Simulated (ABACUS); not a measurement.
Runs of ABACUS 3.10.1 on SiC (Moissanite). The structure is hexagonal, space group P6_3mc (No. 186). The conventional cell has a = 3.076 Å, b = 3.076 Å, c = 5.048 Å, α = 90.00°, β = 90.00°, γ = 120.00°. Si (site symmetry 3m) is surrounded by 4 C at 1.87 to 1.94 Å. C (site symmetry 3m) has 4 Si at 1.87 to 1.94 Å as nearest neighbours. 

```csv
task,level,potentials or basis,k mesh,cutoff (eV),SCF threshold on the density,eigensolver,symmetry key,path,points for each segment of the path,mesh quality,gap on the mesh (eV),pressure (GPa),V0 of scaled cells (Å³/atom),B0 (GPa),largest force (eV/Å)
single point,r2SCAN,"SG15 ONCV 1.2 PBE, DZP LCAO (the cutoffs set its grid)",7 × 7 × 4,1361,1e-07,genelpa,1,-,-,not flagged,2.98,6.4,-,-,(b)
equation of state,r2SCAN,"SG15 ONCV 1.2 PBE, plane waves",6 × 6 × 3,1293,1e-08,dav,1,-,-,coarse,-,-,10.41,217,-
single point,r2SCAN,"SG15 ONCV 1.2 PBE, plane waves",6 × 6 × 3,1293,1e-08,dav,1,-,-,not flagged,2.72,1.6,-,-,0.77
equation of state,r2SCAN,"SG15 ONCV 1.2 PBE, DZP LCAO (the cutoffs set its grid)",7 × 7 × 4,1361,1e-07,genelpa,1,-,-,not flagged,-,-,10.64,208,-
single point,PBE,"PseudoDojo NC SR 0.4.1 PBE standard, plane waves",10 × 10 × 5,1116,1e-08,dav,1,-,-,not flagged,(a),3.7,-,-,0.76
equation of state,PBE,"PseudoDojo NC SR 0.4.1 PBE standard, plane waves",10 × 10 × 5,1116,1e-08,dav,1,-,-,not flagged,-,-,10.52,212,-
equation of state,RPBE,"PseudoDojo NC SR 0.4.1 PBE standard, plane waves",8 × 8 × 4,1116,1e-08,dav,1,-,-,not flagged,-,-,10.56,208,-
equation of state,PBE,"PseudoDojo NC SR 0.4.1 PBE standard, plane waves",8 × 8 × 4,1116,1e-08,dav,1,-,-,not flagged,-,-,10.52,212,-
```

Alike in all rows: no spin polarisation; cell as given; smearing fermi-dirac 0.05 eV.

Task: Fill in the values left out.

Result: (a) 2.49; (b) 0.85.

Caveats: some runs use coarse meshes; the potentials were made for another functional, which shifts forces and pressure (some runs); the cell was scaled at fixed shape and fractional positions, which overstates the stiffness of a crystal with free parameters, most of all of layers and chains (some runs); an odd mesh through Γ misses points on the zone boundary, where band edges often lie (some runs); the atomic orbitals were generated for these runs and aren't a published set (some runs); the basis of atomic orbitals isn't converged, which shifts pressures, moduli and gaps (some runs); there are fewer bands than atomic start orbitals, so a level may be missed at k points of high symmetry (some runs).

Not every run made on this cell is shown here.
